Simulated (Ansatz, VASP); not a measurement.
**Two plane-wave programs on SiO2**

Contents of INCAR:

```
SYSTEM = SiO2
  ALGO = Normal
  EDIFF = 1E-6
  ENCUT = 520
  ISIF = 2
  ISMEAR = 0
  LASPH = .TRUE.
  LCHARG = .FALSE.
  LREAL = .FALSE.
  LWAVE = .FALSE.
  NBANDS = 34
  NELM = 80
  PREC = Accurate
  SIGMA = 0.02
```

File KPOINTS:

```
k-points
0
G
  6 6 4
  0 0 0
```

The input POSCAR:

```
SiO2
1.0
    4.5589606033      0.0000000000      0.0000000000
   -2.2794803017      3.9481756973      0.0000000000
    0.0000000000      0.0000000000      5.6661597070
Si O
3 6
Direct
    0.0000000000      0.5000000000      0.3333333333
    0.5000000000      0.5000000000      0.6666666667
    0.5000000000      0.0000000000      0.0000000000
    0.6255763250      0.8127881625      0.8333333333
    0.8127881625      0.6255763250      0.5000000000
    0.8127881625      0.1872118375      0.1666666667
    0.3744236750      0.1872118375      0.8333333333
    0.1872118375      0.3744236750      0.5000000000
    0.1872118375      0.8127881625      0.1666666667
```

Input for Ansatz:

```yaml
crystal:
  lattice:
    - [4.5589606033, 0.0, 0.0]
    - [-2.2794803017, 3.9481756973, 0.0]
    - [0.0, 0.0, 5.666159707]
  atoms:
    - { symbol: Si, position: [0.0, 0.5, 0.3333333333] }
    - { symbol: Si, position: [0.5, 0.5, 0.6666666667] }
    - { symbol: Si, position: [0.5, 0.0, 0.0] }
    - { symbol: O, position: [0.625576325, 0.8127881625, 0.8333333333] }
    - { symbol: O, position: [0.8127881625, 0.625576325, 0.5] }
    - { symbol: O, position: [0.8127881625, 0.1872118375, 0.1666666667] }
    - { symbol: O, position: [0.374423675, 0.1872118375, 0.8333333333] }
    - { symbol: O, position: [0.1872118375, 0.374423675, 0.5] }
    - { symbol: O, position: [0.1872118375, 0.8127881625, 0.1666666667] }
basis:
  ecutwfc: 420
kpoints:
  mp_grid: { grid: [6, 6, 4] }
  band_path: { path: [VBM, CBM], npoints: 2 }
hamiltonian:
  xc: lda
scf:
  occupations: { method: gaussian, width: 0.02 }
output:
  forces: true
  stress: true
  eigenvalues: true
checkpoint:
  read: start.run
  write: ck
  compress: false
  write_wavefunctions: false
  write_every: 100000
```

Alike in both runs: task single point; functional LDA; k mesh 6 × 6 × 4; occupations gaussian, width 0.02 eV; no spin polarisation.

```csv
,VASP,Ansatz
version,VASP 6.6.1,Ansatz 0.2.0
potentials or method,"VASP PAW LDA potentials, release 64 (Si, O)","scalar-relativistic, plane waves, PAW"
plane-wave cutoff (eV),520,420
valence electrons in the cell,48,48
```

```tsv
	VASP	Ansatz	Ansatz less VASP
gap on the k mesh at the Fermi level (eV)	5.26	5.28	+0.014
least direct gap on the mesh (eV)	5.26	5.28	+0.014
pressure (GPa)	26.0	25.0	-0.97
largest component of the traceless stress (GPa)	0.29	0.03	-0.252
rms of the force components (eV/Å)	0.007	0.000	-0.0069
```

Atom by atom the forces differ by 0.007 eV/Å (rms over components).

Caveats: so large a pressure means that the cell lies far from this level's equilibrium, or that cutoff or potentials fall short (VASP). As with any semilocal functional, this LDA gap is likely too small. A k mesh can miss the band edges.
